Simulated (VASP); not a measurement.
# Ta in VASP: further runs, part 2 of 2

VASP 6.6.1.

## (3) Single point, PBE

This run uses another cell than the first one, of 99.38 Å³/atom, 0.944 times its volume.

INCAR reads:

```
PREC = Accurate
ENCUT = 520
EDIFF = 1E-6
ISMEAR = 0
SIGMA = 0.1
LREAL = F
LASPH = T
NELM = 60
ALGO = Fast
ISIF = 2
LWAVE = F
LCHARG = F
LDIPOL = T
IDIPOL = 3
DIPOL = 0.5 0.5 0.273
GGA = PE
NBANDS = 18
```

KPOINTS reads:

```
Automatic mesh
0
Gamma
  20 20 1
```

POSCAR reads:

```
Ta
1.0
    2.6903570934      0.0000000000      0.0000000000
    0.0000000000      2.6903570934      0.0000000000
    0.0000000000      0.0000000000     27.4617211153
Ta
2
Direct
    1.0000000000      0.5000000000      0.3157726721
    0.5000000000      0.0000000000      0.2304421823
```

Potentials or basis: VASP PAW PBE potentials, release 64 (Ta_pv).

Run with:

```
> cat potpaw_PBE.64/Ta_pv/POTCAR > POTCAR
> mpirun -np 1 vasp_std > vasp.out
```

OUTCAR:

```text
PREC = Accurate
   ENCUT = 520
   EDIFF = 1E-6
   ISMEAR = 0
   LREAL = F
   LASPH = T
   NELM = 60
   ISIF = 2
   GGA = PE

 ion  position               nearest neighbor table
   1  0.000  0.500  0.316-   2 3.02   2 3.02   2 3.02   2 3.02
   2  0.500  0.000  0.230-   1 3.02   1 3.02   1 3.02   1 3.02

  LATTYP: Found a simple tetragonal cell.
 ALAT       =     2.6903570934
 C/A-ratio  =    10.2074632333

  Lattice vectors:

 A1 = (   2.6903570934,   0.0000000000,   0.0000000000)
 A2 = (   0.0000000000,   2.6903570934,   0.0000000000)
 A3 = (   0.0000000000,   0.0000000000,  27.4617211153)

Analysis of symmetry for initial positions (statically):
=====================================================================
 Subroutine PRICEL returns:
 Original cell was already a primitive cell.

 Routine SETGRP: Setting up the symmetry group for a
 simple tetragonal supercell.

 Subroutine GETGRP returns: Found 16 space group operations
 (whereof  4 operations were pure point group operations)
 out of a pool of 16 trial point group operations.

The static configuration has the point symmetry C_2v.
 The point group associated with its full space group is D_4h.

Analysis of symmetry for dynamics (positions and initial velocities):
=====================================================================
 Subroutine PRICEL returns:
 Original cell was already a primitive cell.

 Routine SETGRP: Setting up the symmetry group for a
 simple tetragonal supercell.

 Subroutine GETGRP returns: Found 16 space group operations
 (whereof  4 operations were pure point group operations)
 out of a pool of 16 trial point group operations.

The dynamic configuration has the point symmetry C_2v.
 The point group associated with its full space group is D_4h.

 Subroutine INISYM returns: Found 16 space group operations
 (whereof  4 operations are pure point group operations),
 and found     1 'primitive' translations

----------------------------------------------------------------------------------------

                                     Primitive cell

  volume of cell :     198.7685

  direct lattice vectors                    reciprocal lattice vectors
     2.690357093  0.000000000  0.000000000     0.371697870  0.000000000  0.000000000
     0.000000000  2.690357093  0.000000000     0.000000000  0.371697870  0.000000000
     0.000000000  0.000000000 27.461721115     0.000000000  0.000000000  0.036414324

  length of vectors
     2.690357093  2.690357093 27.461721115     0.371697870  0.371697870  0.036414324

  position of ions in fractional coordinates (direct lattice)
     0.000000000  0.500000000  0.315772672
     0.500000000  0.000000000  0.230442182

  ion indices of the primitive-cell ions
   primitive index   ion index
                 1           1
                 2           2

----------------------------------------------------------------------------------------

 KPOINTS: Automatic mesh

Automatic generation of k-mesh.
 Grid dimensions read from file:
 generate k-points for:   20   20    1

 Generating k-lattice:

[... 20 lines left out ...]
  0.100000  0.000000  0.000000      4.000000
  0.150000  0.000000  0.000000      4.000000
  0.200000  0.000000  0.000000      4.000000
  0.250000  0.000000  0.000000      4.000000
[... 16 lines left out ...]
  0.150000  0.100000  0.000000      8.000000
  0.200000  0.100000  0.000000      8.000000
 [... further k-points ...]
   k-points           NKPTS =     66   k-points in BZ     NKDIM =     66   number of bands    NBANDS=     18
   number of dos      NEDOS =    301   number of ions     NIONS =      2
   total plane-waves  NPLWV =  84000
   dimension x,y,z NGX =    20 NGY =   20 NGZ =  210
   dimension x,y,z NGXF=    40 NGYF=   40 NGZF=  420
   ions per type =               2
   NGX,Y,Z   is equivalent  to a cutoff of  12.36, 12.36, 12.71 a.u.
   NGXF,Y,Z  is equivalent  to a cutoff of  24.72, 24.72, 25.43 a.u.
 SYSTEM =  unknown system
   PREC   = accura    normal or accurate (medium, high low for compatibility)
   ISTART =      0    job   : 0-new  1-cont  2-samecut
   ICHARG =      2    charge: 1-file 2-atom 10-const
   ISPIN  =      1    spin polarized calculation?
   LNONCOLLINEAR =      F non collinear calculations
   LSORBIT =      F    spin-orbit coupling
   LASPH  =      T    aspherical Exc in radial PAW
   ENCUT  =  520.0 eV  38.22 Ry    6.18 a.u.   5.00  5.00 51.06*2*pi/ulx,y,z
   NELM   =     60;   NELMIN=  2; NELMDL= -5     # of ELM steps
   EDIFF  = 0.1E-05   stopping-criterion for ELM
   LREAL  =      F    real-space projection
   EDIFFG = 0.1E-04   stopping-criterion for IOM
   NSW    =      0    number of steps for IOM
   IBRION =     -1    ionic relax: 0-MD 1-quasi-New 2-CG
   NFREE  =      0    steps in history (QN), initial steepest desc. (CG)
   ISIF   =      2    stress and relaxation
   ISYM   =      2    0-nonsym 1-usesym 2-fastsym
   POTIM  = 0.5000    time-step for ionic-motion
   TEBEG  =    0.0;   TEEND  =   0.0 temperature during run
   PSTRESS=    0.0 pullay stress
   NELECT =      22.0000    total number of electrons
   NUPDOWN=      -1.0000    fix difference up-down
   EMIN   =  10.00;   EMAX   =-10.00  energy-range for DOS
   EFERMI =   0.00;   METHOD = LEGACY
   ISMEAR =     0;   SIGMA  =   0.10  broadening in eV -4-tet -1-fermi 0-gaus
   EFERMI_NEDOS =   21; number of points for ismear=-14 and -15
   IALGO  =     68    algorithm
   IMIX   =      4    mixing-type and parameters
     AMIX     =   0.40;   BMIX     =  1.00
     AMIX_MAG =   1.60;   BMIX_MAG =  1.00
  volume/ion in A,a.u.               =      99.38       670.68
  Fermi-wavevector in a.u.,A,eV,Ry     =   0.786019  1.485361  8.406037  0.617826
  Thomas-Fermi vector in A             =   1.890473
   LORBIT       =      0    0 simple, 1 ext, 2 COOP (PROOUT), +10 PAW based schemes
   GGA     = PE    functional components
   LHFCALC =     F    Hartree Fock is set to
   AEXX    =    0.0000 exact exchange contribution
   IVDW    =     0    specifies the selected vdW correction
   LEPSILON=     F    determine dielectric tensor
   LRPA    =     F    only Hartree local field effects (RPA)
 non-spin polarized calculation
 RMM-DIIS sequential band-by-band and
 Gauss-broadening in eV      SIGMA  =   0.10
  energy-cutoff  :      520.00
  volume of cell :      198.77
 maximum number of plane-waves:      5416
   NGX = 11   NGY = 11   NGZ =103

 dipolmoment           0.000000      0.000000     -0.000002 electrons x Angstroem

 number of electron      22.0000000 magnetization

 dipolmoment           0.000000      0.000000      0.000002 electrons x Angstroem

 Free energy of the ion-electron system (eV)
  ---------------------------------------------------
  ext. energy  EPLUGINS =         0.00000000
  ---------------------------------------------------
  free energy    TOTEN  =       -21.13501552 eV

  energy without entropy =      -21.12373840  energy(sigma->0) =      -21.12937696

 E-fermi :  -2.6772     XC(G=0):  -3.0159

 val. band max:       -2.6880446793   @ k =   0.3500   0.3500   0.0000
 cond. band min:      -2.6459916340   @ k =   0.4500   0.0500   0.0000
 fundamental gap:      0.0420530453
 Fermi energy:        -2.6771813683

 k-point     1 :       0.0000    0.0000    0.0000
  band No.  band energies     occupation
      1     -37.2489      2.00000
      2     -36.7161      2.00000
      3     -36.2098      2.00000
      4     -36.2098      2.00000
      5     -36.0952      2.00000
      6     -36.0952      2.00000
[... 481 lines left out ...]
      5     -36.2857      2.00000
      6     -36.2000      2.00000
[... 10 lines left out ...]
     17       1.9257      0.00000
     18       2.0134      0.00000

 [... further k-points ...]

------------------------ aborting loop because EDIFF is reached ----------------------------------------

 vacuum level on the upper side and lower side of the slab       (xc-potential included)        -0.009        -0.009

  FORCE on cell =-STRESS in cart. coord.  units (eV):
  Direction    XX          YY          ZZ          XY          YZ          ZX
  --------------------------------------------------------------------------------------
  -------------------------------------------------------------------------------------
  Total        0.2195224      0.2195224     -0.9037340      0.0000000     -0.0000000      0.0000000
  in kB        1.7694647      1.7694647     -7.2845648      0.0000000     -0.0000000      0.0000000
  external PRESSURE =      -1.2485451 kB  Pullay stress =       0.0000000 kB

 VOLUME and BASIS-vectors are now :
 -----------------------------------------------------------------------------
  energy-cutoff  :      520.00
  volume of cell :      198.77
      direct lattice vectors                 reciprocal lattice vectors
     2.690357093  0.000000000  0.000000000     0.371697870  0.000000000  0.000000000
     0.000000000  2.690357093  0.000000000     0.000000000  0.371697870  0.000000000
     0.000000000  0.000000000 27.461721115     0.000000000  0.000000000  0.036414324

 POSITION                                       TOTAL-FORCE (eV/Angst)
 -----------------------------------------------------------------------------------
      0.00000      1.34518      8.67166        -0.000000     -0.000000     -0.381161
      1.34518      0.00000      6.32834         0.000000      0.000000      0.381161
 -----------------------------------------------------------------------------------
    total drift:                                0.000000     -0.000000     -0.000036

  FREE ENERGIE OF THE ION-ELECTRON SYSTEM (eV)
  ---------------------------------------------------
  free  energy   TOTEN  =       -21.1350155215 eV

  energy  without entropy=      -21.1237383989  energy(sigma->0) =      -21.12937696

 vacuum level on the upper side and lower side of the slab         2.002         2.002
```

stdout:

```text
POSCAR found type information on POSCAR Ta
 POSCAR found :  1 types and       2 ions
 scaLAPACK will be used
 LDA part: xc-table for (Slater+PW92), standard interpolation
 POSCAR, INCAR and KPOINTS ok, starting setup
 FFT: planning ... GRIDC
 FFT: planning ... GRID_SOFT
 FFT: planning ... GRID
 WAVECAR not read
 entering main loop
WARNING in EDDRMM: call to ZHEGV failed, returncode =   6  3     17
```

It took 3.5 min on 1 thread of AMD EPYC 9R45 (Zen 5), shared host; peak memory 0.35 GiB.

Results:

```yaml
Free_energy: -21.1350 eV
Largest_force: 0.381 eV/Å
Band_gap_on_the_k_mesh: none (metal or under the smearing width)
```

Forces in eV/Å, atoms in the order of the input:
```
Ta   0.000  0.000 -0.381
Ta   0.000  0.000  0.381
```

## (4) Single point, PBE

INCAR reads:

```
  ALGO = Fast
  DIPOL = 0.5 0.5 0.263
  EDIFF = 1E-6
  ENCUT = 520
  GGA = PE
  IDIPOL = 3
  ISIF = 2
  ISMEAR = 0
  LASPH = True
  LCHARG = True
  LDIPOL = True
  LELF = True
  LREAL = False
  LVACPOTAV = True
  LVHAR = True
  LWAVE = False
  NBANDS = 18
  NELM = 80
  PREC = Accurate
  SIGMA = 0.1
```

KPOINTS reads:

```
k-points
0
Gamma
  20 20 1
```

POSCAR reads:

```
Ta
1.0
    2.7189843391      0.0000000000      0.0000000000
    0.0000000000      2.7189843391      0.0000000000
    0.0000000000      0.0000000000     28.4866442270
Ta
2
Direct
    1.0000000000      0.5000000000      0.3026376178
    0.5000000000      0.0000000000      0.2239249313
```

Run with:

```
> cat potpaw_PBE.64/Ta_pv/POTCAR > POTCAR
> mpirun -np 1 vasp_std > vasp.out
```

Wall time 3.7 min (1 thread of AMD EPYC 9R45 (Zen 5), shared host); peak memory 0.38 GiB.

It converged, with:

* Free energy: -21.1617 eV
* Largest force: 0.011 eV/Å
* Band gap on the k mesh: none (metal or under the smearing width)
* Work function of the upper face: 4.61 eV
* Work function of the lower face: 4.61 eV

Forces in eV/Å, atoms in the order of the input:
```
Ta   0.000  0.000  0.011
Ta   0.000  0.000 -0.011
```

Levels at points of the mesh, in eV from the Fermi level:
```
           k point  band 8  band 9  band 10  band 11  band 12  band 13  band 14  band 15
(0.00, 0.00, 0.00)   -5.16   -3.22    -1.87    -0.96    -0.06     0.90     2.40     2.40
(0.50, 0.00, 0.00)   -3.83   -1.39    -1.39     0.27     0.27     2.03     2.03     3.40
(0.50, 0.50, 0.00)   -4.16   -2.49    -2.49     1.59     1.59     3.04     3.04     6.29
```
